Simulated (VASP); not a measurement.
Set up this calculation in VASP 6.6.1, as the native input.

```yaml
Task: relaxation of the atoms
Functional: PBE
Dispersion: TS
Potentials_or_basis: VASP PAW PBE potentials, release 64 (Co)
Cutoff: 520 eV
k_mesh: 9 × 9 × 1
Occupations: fermi-dirac, width 0.05 eV
Spin: collinear spin, ferromagnetic start
Starting_moments: "[2.0, 2.0, 2.0, 2.0, 2.0] μB"
Dipole_correction: yes
Atoms_held_fixed_from_0: "[0, 1]"
Further_INCAR_settings: ALGO = Normal; EDIFF = 1e-06; IBRION = 2; EDIFFG = -0.005; NSW = 60
```

The structure of Co lies in POSCAR:

```
Co
1.0
    2.4873648738      0.0000000000      0.0000000000
   -1.2436824369      2.1541211692      0.0000000000
    0.0000000000      0.0000000000     23.1265790068
Co
5
Selective dynamics
Direct
    0.6666666700      0.3333333400      0.3243021805  F F F
    0.3333333300      0.6666666600      0.4086859779  F F F
    0.6666666700      0.3333333400      0.5000000000  T T T
    0.3333333300      0.6666666600      0.5843837973  T T T
    0.6666666700      0.3333333400      0.6756978195  T T T
```

These files were run (other wordings do the same):

INCAR

```
SYSTEM = Co
PREC = Accurate
ENCUT = 520
EDIFF = 1E-6
ISMEAR = -1
SIGMA = 0.05
LREAL = .False.
LASPH = .True.
NELM = 150
ALGO = Normal
ISIF = 2
LWAVE = .False.
LCHARG = .False.
ISPIN = 2
MAGMOM = 2 2 2 2 2
LORBIT = 11
LMAXMIX = 4
LDIPOL = .True.
IDIPOL = 3
DIPOL = 0.5 0.5 0.499
GGA = PE
IVDW = 2
IBRION = 2
NSW = 60
EDIFFG = -0.005
```

KPOINTS

```
regular mesh
0
Gamma
  9 9 1
  0 0 0
```

Potentials or basis: VASP PAW PBE potentials, release 64 (Co).

Command:

```sh
$ cat potpaw_PBE.64/Co/POTCAR > POTCAR
$ mpirun -np 1 vasp_std > vasp.out
```

Results of the run:

```
Energy gained by relaxing                             : 21.6 meV/atom
Ionic steps                                           : 23
Band gap on the k mesh                                : none (metal or under the smearing width)
Net moment                                            : 7.96 μB per cell
Site moments                                          : Co +1.68, +1.58, +1.51 μB
Valence electrons inside the program's atomic spheres : Co 8.15, 8.32, 8.33, 8.16
Dispersion energy per atom                            : -0.580 eV
```

Caveat: atom-pairwise D2, TS and ULG terms overbind metals.

It took 26 min on 1 thread of Intel(R) Xeon(R) 6975P-C (Granite Rapids), on a shared host, peak memory 0.34 GiB.
